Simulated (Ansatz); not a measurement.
The elements of this relaxed trial crystal are hidden behind letters.

```
lattice vectors (Å)
   4.2933   -1.9395    0.0000
   4.2933    1.9395    0.0000
  -4.1408    0.0000    4.3375
fractional positions
X 0.4078 0.4078 0.7086
X 0.5922 0.5922 0.2914
Z 0.0000 0.0000 0.5000
Z 0.7994 0.7994 0.8850
Z 0.2006 0.2006 0.1150
```

Computed with Ansatz, DFT PBE, scalar-relativistic, plane waves, PAW. Cutoff 420 eV, Γ-centred 12×12×10 mesh (5-atom cell), Gaussian smearing of 0.10 eV, collinear spin.

```
Space group                                 : C2/m (No. 12)
Conventional cell                           : a = 8.587 Å, b = 3.879 Å, c = 5.997 Å, β = 133.7°
Volume per atom                             : 14.45 Å³
Density                                     : 16.02 g/cm³
Energy over the elements                    : −0.19 eV/atom
Gap on the 12×12×10 mesh of the 5-atom cell : 0 eV (a metal)
Net moment per atom                         : 1.41 μB
```

Energies are uncorrected and count from the elements' standard states at the same level.

Question: X is a d-block element of period 4 and Z is a d-block element of period 6. Which elements are they?

Answer: X = Fe, Z = Pt, so the formula is Fe2Pt3. Density times volume gives a mean mass of 16.02 × 14.45/1.6605 = 139.4 u per atom, and this set has 139.4 u. Around Fe lie 1 Fe at 2.66 Å, 9 Pt at 2.66–2.79 Å and 2 Fe at 2.83 Å; Pt on a site of symmetry 2/m has 6 Fe at 2.71–2.79 Å and 6 Pt at 2.74–2.79 Å; around Pt on a site of symmetry m lie 6 Fe at 2.66–2.75 Å and 6 Pt at 2.69–2.83 Å. Other sets within the hints have nearly the same mass, so mass alone doesn't settle it; this one was computed.

Spin–orbit coupling, which can matter for Pt, is left out. Another magnetic order may lie lower. This cell was reached by moving the atoms of another relaxed cell at random and relaxing again, last within the group found; it had no such test of its own.
